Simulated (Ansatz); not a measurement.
An element in the bcc structure gives these cold pressures by all-electron LAPW under PBE (Ansatz 0.2.0, scalar-relativistic, no spin polarisation).

| V (Å³/atom) | P (GPa) |
| --- | --- |
| 27.84 | 0.00 |
| 25.06 | 4.70 |
| 22.28 | 13.57 |
| 19.49 | 30.7 |
| 16.71 | 65.4 |
| 13.92 | 141.4 |
| 11.14 | 328.1 |

Q: Which element is it?

A: In. Its zero-pressure volume in this structure is near 27.8 Å³/atom; the volume and the steepness of P(V) together point to it, though neighbours can come close. This is the case that was computed; others weren't tested.
